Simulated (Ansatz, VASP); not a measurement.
## Two plane-wave programs on Al2O3

```
Al O
1.0
     2.88792    0.00000    0.00000
    -1.44396    2.50101    0.00000
     0.00000    0.00000   30.08874
Al O
2 3
Direct
  0.33333 0.66667 0.31164
  0.66667 0.33333 0.22012
  0.00000 0.00000 0.26588
  0.33333 0.66667 0.19746
  0.66667 0.33333 0.33430
```

Alike in both runs: functional PBE; k mesh 6 × 6 × 1; occupations gaussian, width 0.1 eV; no spin polarisation.

Ansatz relaxed the structure, and its values are those at the end. VASP's run is a single point on that final structure, the one shown.

|  | VASP | Ansatz |
| --- | --- | --- |
| version | VASP 6.6.1 | Ansatz 0.2.0 |
| potentials or method | VASP PAW PBE potentials, release 64 (Al, O) | scalar-relativistic, plane waves, PAW |
| plane-wave cutoff (eV) | 520 | 420 |
| valence electrons in the cell | 24 | 24 |

```tsv
	VASP	Ansatz	Ansatz less VASP
gap on the k mesh at the Fermi level (eV)	5.07	5.09	+0.021
least direct gap on the mesh (eV)	5.32	5.34	+0.019
rms of the force components (eV/Å)	0.022	0.005	-0.0178
```

Ansatz warned: «slab_cell_height_set».

PBE gaps usually lie below the measured ones, often by a third to a half.
